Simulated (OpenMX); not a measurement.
# MnO (Cm) in OpenMX: convergence with criterion

Aim: find how far criterion must go before the results for MnO settle, at PBE. This setting moves, with any that are tied to it; all else stays.

All numbers are computed with OpenMX 3.8.5; they aren't measurements. Logs are shortened: lines on timing, memory, paths and dates and some standing lists are left out, and cuts for length are marked.

### 1 The cell of the first run

The typed cell holds 2 atoms: a = 3.145 Å, b = 3.145 Å, c = 3.145 Å, α = 60.00°, β = 60.00°, γ = 60.00°.

The cell is a database's computed one.

The cell isn't the ideal one: atoms moved at random, drawn with an rms of 0.02 Å.

### 2 With criterion 1.0e-3

Contents of MnO.dat:

```
System.CurrrentDirectory             ./
System.Name                          MnO
DATA.PATH                            ./DFT_DATA13
level.of.stdout                      1
level.of.fileout                     0
Species.Number                       2
<Definition.of.Atomic.Species
  Mn  Mn6.0-s2p2d1           Mn_PBE13
  O   O6.0-s2p2              O_PBE13
Definition.of.Atomic.Species>

Atoms.Number                         2
Atoms.SpeciesAndCoordinates.Unit     Ang
<Atoms.SpeciesAndCoordinates
    1  Mn   -0.0020526668   -0.0001045237   -0.0077303032   9.500  5.500
    2  O     2.2235674449    2.2260737889    2.2201960008   3.000  3.000
Atoms.SpeciesAndCoordinates>

Atoms.UnitVectors.Unit               Ang
<Atoms.UnitVectors
     0.0000000000    2.2239077028    2.2239077028
     2.2239077028    0.0000000000    2.2239077028
     2.2239077028    2.2239077028    0.0000000000
Atoms.UnitVectors>

scf.XcType                           GGA-PBE
scf.SpinPolarization                 on
scf.ElectronicTemperature            580.226
scf.energycutoff                     400.0
scf.maxIter                          160
scf.EigenvalueSolver                 band
scf.Kgrid                            7 7 7
scf.Mixing.Type                      rmm-diisk
scf.Init.Mixing.Weight               0.01
scf.Min.Mixing.Weight                0.001
scf.Max.Mixing.Weight                0.2
scf.Mixing.History                   40
scf.Mixing.StartPulay                15
scf.criterion                        1.0e-3
scf.stress.tensor                    on
MD.Type                              nomd
```

Potentials or basis: OpenMX 2013 PBE set, Mn6.0-s2p2d1, O6.0-s2p2, grid cutoff 400 Ry.

Run with:

```console
> openmx MnO.dat -nt 1 > MnO.std
```

Run time: 42 s. Hardware: 1 thread of Arm Neoverse V1, shared host; peak memory 0.35 GiB.

What came out:

```
Free energy            : -3299.7753 eV
Pressure               : 6.3 GPa
Largest force          : 0.023 eV/Å
Band gap on the k mesh : none (metal or under the smearing width)
Net moment             : 4.95 μB per cell
Site moments           : Mn +4.73; O +0.21 μB
Mulliken charges       : Mn +0.66; O -0.66 e
```

### 3 With criterion 1.0e-4

MnO.dat, as its differences from that of step 2:

```diff
@@ -38,3 +38,3 @@
 scf.Mixing.StartPulay                15
-scf.criterion                        1.0e-3
+scf.criterion                        1.0e-4
 scf.stress.tensor                    on
```

Potentials or basis: OpenMX 2013 PBE set, Mn6.0-s2p2d1, O6.0-s2p2, grid cutoff 400 Ry.

Run with:

```console
> openmx MnO.dat -nt 1 > MnO.std
```

Wall time 43 s (1 thread of Arm Neoverse V1, shared host); peak memory 0.35 GiB.

Results:

* Free energy: -3299.7755 eV
* Pressure: 6.3 GPa
* Largest force: 0.023 eV/Å
* Band gap on the k mesh: none (metal or under the smearing width)
* Net moment: 4.95 μB per cell
* Site moments: Mn +4.73; O +0.21 μB
* Mulliken charges: Mn +0.66; O -0.66 e

### 4 With criterion 1.0e-5

MnO.dat, as its differences from that of step 3:

```diff
@@ -38,3 +38,3 @@
 scf.Mixing.StartPulay                15
-scf.criterion                        1.0e-4
+scf.criterion                        1.0e-5
 scf.stress.tensor                    on
```

Run with:

```console
> openmx MnO.dat -nt 1 > MnO.std
```

Wall time 44 s (1 thread of Arm Neoverse V1, shared host); peak memory 0.35 GiB.

Results:

* Free energy: -3299.7755 eV
* Pressure: 6.3 GPa
* Largest force: 0.023 eV/Å
* Band gap on the k mesh: none (metal or under the smearing width)
* Net moment: 4.95 μB per cell
* Site moments: Mn +4.73; O +0.21 μB
* Mulliken charges: Mn +0.66; O -0.66 e

### 5 With criterion 1.0e-6

MnO.dat, as its differences from that of step 4:

```diff
@@ -38,3 +38,3 @@
 scf.Mixing.StartPulay                15
-scf.criterion                        1.0e-5
+scf.criterion                        1.0e-6
 scf.stress.tensor                    on
```

Run with:

```console
> openmx MnO.dat -nt 1 > MnO.std
```

Wall time 46 s (1 thread of Arm Neoverse V1, shared host); peak memory 0.35 GiB.

Results:

```yaml
Free_energy: -3299.7755 eV
Pressure: 6.3 GPa
Largest_force: 0.023 eV/Å
Band_gap_on_the_k_mesh: none (metal or under the smearing width)
Net_moment: 4.95 μB per cell
Site_moments: Mn +4.73; O +0.21 μB
Mulliken_charges: Mn +0.66; O -0.66 e
```

### 6 With criterion 1.0e-7

MnO.dat, as its differences from that of step 5:

```diff
@@ -38,3 +38,3 @@
 scf.Mixing.StartPulay                15
-scf.criterion                        1.0e-6
+scf.criterion                        1.0e-7
 scf.stress.tensor                    on
```

Potentials or basis: OpenMX 2013 PBE set, Mn6.0-s2p2d1, O6.0-s2p2, grid cutoff 400 Ry.

Run with:

```console
> openmx MnO.dat -nt 1 > MnO.std
```

It took 47 s on 1 thread of Arm Neoverse V1, shared host; peak memory 0.35 GiB.

Results:

- Free energy: -3299.7755 eV
- Pressure: 6.3 GPa
- Largest force: 0.023 eV/Å
- Band gap on the k mesh: none (metal or under the smearing width)
- Net moment: 4.95 μB per cell
- Site moments: Mn +4.73; O +0.21 μB
- Mulliken charges: Mn +0.66; O -0.66 e

### 7 With criterion 1.0e-8

MnO.dat, as its differences from that of step 6:

```diff
@@ -38,3 +38,3 @@
 scf.Mixing.StartPulay                15
-scf.criterion                        1.0e-7
+scf.criterion                        1.0e-8
 scf.stress.tensor                    on
```

Run with:

```console
> openmx MnO.dat -nt 1 > MnO.std
```

Wall time 50 s (1 thread of Arm Neoverse V1, shared host); peak memory 0.35 GiB.

Results:

```yaml
Free_energy: -3299.7755 eV
Pressure: 6.3 GPa
Largest_force: 0.023 eV/Å
Band_gap_on_the_k_mesh: none (metal or under the smearing width)
Net_moment: 4.95 μB per cell
Site_moments: Mn +4.73; O +0.21 μB
Mulliken_charges: Mn +0.66; O -0.66 e
```

### 8 With criterion 1.0e-9

MnO.dat, as its differences from that of step 7:

```diff
@@ -38,3 +38,3 @@
 scf.Mixing.StartPulay                15
-scf.criterion                        1.0e-8
+scf.criterion                        1.0e-9
 scf.stress.tensor                    on
```

Run with:

```console
> openmx MnO.dat -nt 1 > MnO.std
```

It took 51 s on 1 thread of Arm Neoverse V1, shared host; peak memory 0.35 GiB.

What came out:

```yaml
Free_energy: -3299.7755 eV
Pressure: 6.3 GPa
Largest_force: 0.023 eV/Å
Band_gap_on_the_k_mesh: none (metal or under the smearing width)
Net_moment: 4.95 μB per cell
Site_moments: Mn +4.73; O +0.21 μB
Mulliken_charges: Mn +0.66; O -0.66 e
```

### 9 With criterion 1.0e-10

MnO.dat, as its differences from that of step 8:

```diff
@@ -38,3 +38,3 @@
 scf.Mixing.StartPulay                15
-scf.criterion                        1.0e-9
+scf.criterion                        1.0e-10
 scf.stress.tensor                    on
```

Potentials or basis: OpenMX 2013 PBE set, Mn6.0-s2p2d1, O6.0-s2p2, grid cutoff 400 Ry.

Run with:

```console
> openmx MnO.dat -nt 1 > MnO.std
```

MnO.out:

```text
Required cutoff energy (Ryd) for 3D-grids = 400.0000
      Used cutoff energy (Ryd) for 3D-grids = 377.2006, 377.2006, 377.2006
  Num. of grids of a-, b-, and c-axes = 30, 30, 30

  Num.Grid1.    30
  Num.Grid2.    30
  Num.Grid3.    30

  Cell_Volume =    148.448830401548 (Bohr^3)
  GridVol     =      0.005498104830 (Bohr^3)
  Cell vectors (bohr) of the grid cell (gtv)
    gtv_a =  0.000000000000,  0.140085872739,  0.140085872739
    gtv_b =  0.140085872739,  0.000000000000,  0.140085872739
    gtv_c =  0.140085872739,  0.140085872739,  0.000000000000
    |gtv_a| =  0.198111341125
    |gtv_b| =  0.198111341125
    |gtv_c| =  0.198111341125

***********************************************************

***********************************************************
                  SCF history at MD= 1
***********************************************************

   SCF=   1  NormRD=  1.000000000000  Uele= -23.641064130993
   SCF=   2  NormRD=  3.844006561466  Uele= -23.622564618469
   SCF=   3  NormRD=  3.836765916229  Uele= -23.620794996341
   SCF=   4  NormRD=  2.309446135288  Uele= -23.275051359381
   SCF=   5  NormRD=  1.662373435963  Uele= -23.008095002174
   SCF=   6  NormRD=  1.321291024921  Uele= -22.804202963116
   SCF=   7  NormRD=  1.082083835077  Uele= -22.656224845078
   SCF=   8  NormRD=  0.899580088014  Uele= -22.550486635809
   SCF=   9  NormRD=  0.754183015328  Uele= -22.475124033629
   SCF=  10  NormRD=  0.635601572344  Uele= -22.421347141378
[... 11 lines left out ...]
   SCF=  22  NormRD=  0.000037018675  Uele= -22.282771026498
   SCF=  23  NormRD=  0.000027324068  Uele= -22.282778091058
   SCF=  24  NormRD=  0.000002909949  Uele= -22.282774665156
   SCF=  25  NormRD=  0.000000713096  Uele= -22.282774353862
[... 151 lines left out ...]

  Decomposed Mulliken populations

    1   Mn          Up spin      Down spin     Sum           Diff
            multiple
  s           0    1.000658704  1.000996631   2.001655335  -0.000337927
   sum over m      1.000658704  1.000996631   2.001655335  -0.000337927
  s           1    0.282213426  0.222832946   0.505046373   0.059380480
   sum over m      0.282213426  0.222832946   0.505046373   0.059380480
   sum over m+mul  1.282872130  1.223829577   2.506701707   0.059042552
  px          0    1.000274574  1.001078775   2.001353349  -0.000804201
  py          0    1.000274590  1.001078798   2.001353388  -0.000804209
  pz          0    1.000274591  1.001078838   2.001353429  -0.000804247
   sum over m      3.000823754  3.003236411   6.004060166  -0.002412657
  px          1    0.102660739  0.087179181   0.189839920   0.015481558
  py          1    0.102661022  0.087178806   0.189839828   0.015482216
  pz          1    0.102663292  0.087177805   0.189841097   0.015485488
   sum over m      0.307985053  0.261535791   0.569520845   0.046449262
   sum over m+mul  3.308808808  3.264772202   6.573581010   0.044036605
  d3z^2-r^2   0    0.985131475  0.097781809   1.082913284   0.887349666
  dx^2-y^2    0    0.985135472  0.097778993   1.082914465   0.887356479
  dxy         0    0.992288361  0.040515624   1.032803984   0.951772737
  dxz         0    0.992288562  0.040515800   1.032804362   0.951772762
  dyz         0    0.992288580  0.040515980   1.032804560   0.951772601
   sum over m      4.947132450  0.317108205   5.264240655   4.630024245
   sum over m+mul  4.947132450  0.317108205   5.264240655   4.630024245

    2    O          Up spin      Down spin     Sum           Diff
            multiple
  s           0    0.968090843  0.944244898   1.912335741   0.023845945
   sum over m      0.968090843  0.944244898   1.912335741   0.023845945
  s           1   -0.025302143 -0.003036377  -0.028338520  -0.022265766
   sum over m     -0.025302143 -0.003036377  -0.028338520  -0.022265766
   sum over m+mul  0.942788700  0.941208521   1.883997221   0.001580179
  px          0    0.819224661  0.756486257   1.575710918   0.062738404
  py          0    0.819224878  0.756486500   1.575711377   0.062738378
  pz          0    0.819224289  0.756487075   1.575711365   0.062737214
   sum over m      2.457673828  2.269459832   4.727133660   0.188213996
  px          1    0.011241030  0.003540780   0.014781810   0.007700250
  py          1    0.011241057  0.003540856   0.014781913   0.007700201
  pz          1    0.011240985  0.003541039   0.014782024   0.007699947
   sum over m      0.033723072  0.010622674   0.044345747   0.023100398
   sum over m+mul  2.491396900  2.280082506   4.771479406   0.211314394

***********************************************************
       xyz-coordinates (Ang) and forces (Hartree/Bohr)
***********************************************************

<coordinates.forces
  2
    1    Mn    -0.00205  -0.00010  -0.00773   0.000232918766  0.000279714589  0.000224527374
    2     O     2.22357   2.22607   2.22020  -0.000145372986 -0.000193161648 -0.000368271733
coordinates.forces>

***********************************************************
       Fractional coordinates of the final structure
***********************************************************

     1     Mn     0.99869999998365   0.99782400000508   0.00125299999928
     2      O     0.49972899999436   0.49860199998584   0.50124500000450
```

MnO.std:

```text
*******************************************************
 Welcome to OpenMX   Ver. 3.8.5
 Copyright (C), 2002-2014, T. Ozaki
 OpenMX comes with ABSOLUTELY NO WARRANTY.
 This is free software, and you are welcome to
 redistribute it under the constitution of the GNU-GPL.
*******************************************************
[... 216 lines left out ...]
  Uzs   =       0.000000000000
  Uzo   =       0.000000000000
  Uef   =       0.000000000000
  UvdW  =       0.000000000000
  Utot  =    -121.264310268529

*******************************************************
             MD or geometry opt. at MD = 1
*******************************************************

outputting data on grids to files...

The calculation was normally finished.
```

Wall time 52 s (1 thread of Arm Neoverse V1, shared host); peak memory 0.35 GiB.

Results:

```
Free energy            : -3299.7755 eV
Pressure               : 6.3 GPa
Largest force          : 0.023 eV/Å
Band gap on the k mesh : none (metal or under the smearing width)
Net moment             : 4.95 μB per cell
Site moments           : Mn +4.73; O +0.21 μB
Mulliken charges       : Mn +0.66; O -0.66 e
```

### 10 Summary

```tsv
criterion	energy less the tightest run, at zero smearing (meV/atom)	SCF cycles	CPU time (s)	peak memory (GiB)
1.0e-3	0.07	21	42	0.35
1.0e-4	0.00	22	43	0.35
1.0e-5	0.01	23	44	0.35
1.0e-6	0.00	25	46	0.35
1.0e-7	0.00	26	47	0.35
1.0e-8	0.00	29	50	0.35
1.0e-9	0.00	30	51	0.35
1.0e-10	0.00	31	52	0.35
```

Against the tightest run, the energy stays within 1 meV/atom from 1.0e-3 on. The tightest run that finished is the yardstick and may itself not be fully converged.

Caveats: the transition metal has a single d function, too few for pressures, volumes and moments; the basis of atomic orbitals isn't converged, which shifts pressures, moduli and gaps; a cell with one magnetic atom can't hold antiferromagnetic order, which such compounds often take; semilocal functionals often make such compounds metallic where correlation or magnetic order opens a gap, which also shifts bond lengths.
